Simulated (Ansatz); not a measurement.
La2O3 (P-3m1) from a database of computed structures: an Ansatz output whose functional has been blanked. Cell and atoms come from a relaxation with r2SCAN.

```yaml
crystal:
  lattice:
    - [7.00693, -1.96784, -0.18950]
    - [7.00693, 1.96784, -0.18950]
    - [-1.79863, 0.00000, 8.98625]
  atoms:
    - { symbol: La, position: [0.30686, 0.30686, 0.85985] }
    - { symbol: La, position: [0.64019, 0.64019, 0.52651] }
    - { symbol: La, position: [0.69314, 0.69314, 0.14015] }
    - { symbol: La, position: [0.02648, 0.02648, 0.80681] }
    - { symbol: La, position: [0.35981, 0.35981, 0.47349] }
    - { symbol: La, position: [0.97352, 0.97352, 0.19319] }
    - { symbol: O, position: [0.15982, 0.15982, 0.67351] }
    - { symbol: O, position: [0.16665, 0.16665, 0.33332] }
    - { symbol: O, position: [0.50686, 0.50686, 0.65982] }
    - { symbol: O, position: [0.17352, 0.17352, 0.99315] }
    - { symbol: O, position: [0.82648, 0.82648, 0.00685] }
    - { symbol: O, position: [0.84018, 0.84018, 0.32649] }
    - { symbol: O, position: [0.49314, 0.49314, 0.34018] }
    - { symbol: O, position: [0.83335, 0.83335, 0.66668] }
    - { symbol: O, position: [0.50000, 0.50000, 0.00000] }
```

```
scf.n_extra_bands = 7 over 60 filled bands (N_el = 120.0): the run solves 67 bands
Crystal: 15 atoms, lattice volume = 246.472 Å³
Basis set: ecut = 500 eV, 6245 PW (Γ)
Symmetry: 4 space group operations
Space group: C2/m (ITA 12)
k-points: 78 of 256
SCF converged after 9 iterations
Free energy (F): -42737.149603 eV
Fermi energy:    9.389723 eV
--- Stress (GPa, compression-positive) ---
        0.012193       0.000000       0.002908
        0.000000       0.003793       0.000000
        0.002908       0.000000       0.009897
  P = ⅓ Tr σ = 0.0086 GPa (0.086 kbar)
--- Band table (eV; the first three rows and the last of 78) ---
  k-point 0: bands = […, 9.0053, 9.1523, 9.1523, 9.2343, 9.2345, 9.2668, 14.0111, 14.0112, 14.1414, 14.4777, …]
  k-point 1: bands = […, 8.9727, 9.0374, 9.0488, 9.2331, 9.2756, 9.3353, 14.0103, 14.1375, 14.2157, 14.5189, …]
  k-point 2: bands = […, 9.0182, 9.0840, 9.0840, 9.2467, 9.2468, 9.3896, 14.1429, 14.1430, 14.2753, 14.4434, …]
  k-point 77: bands = […, 8.9696, 8.9697, 9.0178, 9.0180, 9.1027, 9.1030, 14.0839, 14.0839, 14.4759, 14.4761, …]
```

The file bands.tsv (bands near the Fermi energy, numbered from 0, rounded):
```tsv
# k_distance	band_55	band_56	band_57	band_58	band_59	band_60	band_61	band_62	band_63
# fermi_ev = 9.389723
# [0, 0, 0] at k_distance = 0.000000
# [0.3333694588, -0.3333694588, 0] at k_distance = 1.064428
# [0.6666305412, 0.3333694588, 1] at k_distance = 2.129029
# [0.5, 0.5, 1] at k_distance = 2.661070
# [0, 0, 1.5] at k_distance = 3.173906
# [0.1666442324, -0.1666442324, 1.5] at k_distance = 3.705990
# [-0.1666442324, -0.8333557676, 0.5] at k_distance = 4.770547
# [-0.5, -0.5, 0.5] at k_distance = 5.834932
# [0, -0.5, 1] at k_distance = 6.756703
# [0, 0.5, 0.5] at k_distance = 8.433520
# [0.125, -0.375, -0.5] at k_distance = 10.241884
# levels_relative_to = fermi_ev
0.000	-0.237	-0.237	-0.155	-0.155	-0.123	4.621	4.621	4.752	5.088
1.064	-0.238	-0.238	-0.155	-0.155	-0.119	4.226	4.621	4.621	5.259
2.129	-0.238	-0.238	-0.155	-0.155	-0.119	4.226	4.621	4.621	5.259
2.661	-0.470	-0.417	-0.303	-0.172	-0.172	4.280	4.905	4.905	5.213
3.174	-0.306	-0.306	-0.143	-0.143	0.000	4.753	4.753	4.886	5.054
3.706	-0.372	-0.372	-0.285	-0.284	-0.239	4.644	4.694	4.694	5.086
4.771	-0.372	-0.372	-0.285	-0.284	-0.239	4.644	4.694	4.694	5.086
5.835	-0.420	-0.372	-0.372	-0.287	-0.287	4.694	4.694	5.086	5.086
6.757	-0.442	-0.372	-0.323	-0.323	0.000	4.418	4.418	4.886	5.053
8.434	-0.349	-0.349	-0.304	-0.081	-0.081	4.280	4.735	4.735	5.125
10.242	-0.391	-0.328	-0.320	-0.169	-0.023	4.330	4.608	4.825	5.119
```
In order the rows are Γ, C, C₂, Y₂, M₂, D, D₂, A, L₂, V₂, (1/8, -3/8, -1/2).

Question: Which functional gave these numbers?
A. LC-ωPBE
B. r2SCAN
C. PBE
D. LDA

Answer: B. r2SCAN. The cutoff of 500 eV is the one that these potentials recommend for a meta-GGA. There is no exchange loop, so no exact exchange. The stress vanishes on a cell relaxed with r2SCAN. r2SCAN gives an indirect gap of 4.23 eV, from L₂ to C; the least direct gap is 4.35 eV at C. The log narrows the family; the member has to be judged from the numbers.

Wall time 26 s on 1 × NVIDIA H100 80GB HBM3 with 2 threads of AMD EPYC 7R13 Processor (Zen 3) (shared host), load about 1.4 per core; peak host memory 1.7 GiB.

No spin polarisation and no zero-point or thermal motion.

Spin-orbit coupling is left out.
